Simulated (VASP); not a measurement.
Here is a VASP 6.6.1 calculation.

The input POSCAR:

```
AlN
1.0
    3.1131018719     -0.0000000000      0.0000000000
   -1.5565509360      2.6960253057     -0.0000000000
    0.0000000000     -0.0000000000      4.9818131009
  Al              N
     2     2
Direct
     0.3333333332999970    0.6666666667000030    0.9989855796651930
     0.6666666667000030    0.3333333332999970    0.4989855796651930
     0.3333333332999970    0.6666666667000030    0.3810144203348096
     0.6666666667000030    0.3333333332999970    0.8810144203348096
```

File INCAR.step1:

```
ALGO = Normal
EDIFF = 1E-8
EDIFFG = -0.002
ENCUT = 600
GGA = PS
IBRION = 2
ISIF = 3
ISMEAR = 0
KPAR = 2
LASPH = True
LCHARG = False
LREAL = False
LWAVE = False
NELM = 80
NSW = 40
PREC = Accurate
SIGMA = 0.03
```

Contents of INCAR.step2:

```
ALGO = Normal
EDIFF = 1E-8
ENCUT = 600
GGA = PS
IBRION = 6
ISIF = 3
ISMEAR = 0
KPAR = 2
LASPH = True
LCHARG = False
LEPSILON = True
LREAL = False
LWAVE = False
NELM = 80
NFREE = 2
NSW = 1
POTIM = 0.015
PREC = Accurate
SIGMA = 0.03
```

The input KPOINTS:

```
k-points
0
Gamma
  18 18 9
```

Potentials or basis: VASP PAW PBE potentials, release 64 (Al, N).

Command:

```sh
$ cat potpaw_PBE.64/Al/POTCAR potpaw_PBE.64/N/POTCAR > POTCAR
$ cp INCAR.step1 INCAR
$ mpirun -np 2 vasp_std > vasp.out
$ cp CONTCAR POSCAR
$ cp INCAR.step2 INCAR
$ mpirun -np 2 vasp_std > vasp.out
```

(1) What does it give for the electronic dielectric tensor (diagonal)?

(2) What does it give for the Born charges (mean of the diagonal)?

(3) What does it give for the highest phonon frequency at Γ, LO-TO splitting left out?

Answers

(1) 4.48, 4.48, 4.72.

(2) Al +2.57; N -2.57 e.

(3) 716 cm⁻¹.
